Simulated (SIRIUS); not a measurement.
The system is NaI.

```
I Na
1.0
     0.00000    3.23640    3.23640
     3.23640    0.00000    3.23640
     3.23640    3.23640    0.00000
I Na
1 1
Direct
  0.50000 0.50000 0.50000
  0.00000 0.00000 0.00000
```

Base run:

```yaml
Program: SIRIUS 7.12.0
Functional: PBEsol
Potentials_or_basis: PseudoDojo 0.4.1 PBE standard (scalar relativistic)
Cutoff: 1202 eV
Density_cutoff: 4809 eV
k_mesh: 7 × 7 × 7
Occupations: fermi-dirac, width 0.05 eV
Spin: no spin polarisation
```

Its results: band gap on the k mesh 3.49 eV; pressure -0.4 GPa.

**Question.** The run is repeated on the same cell with these changes: functional from PBEsol to LDA; libxc names from ["XC_GGA_X_PBE_SOL", "XC_GGA_C_PBE_SOL"] to ["XC_LDA_X", "XC_LDA_C_PW"]. What comes out?

**Answer.** Band gap on the k mesh 3.29 eV; pressure -1.5 GPa.

Caveats: the potentials were made for another functional, which shifts forces and pressure; spin-orbit coupling is left out, which moves the levels of the heavy elements; an odd mesh through Γ misses points on the zone boundary, where band edges often lie.
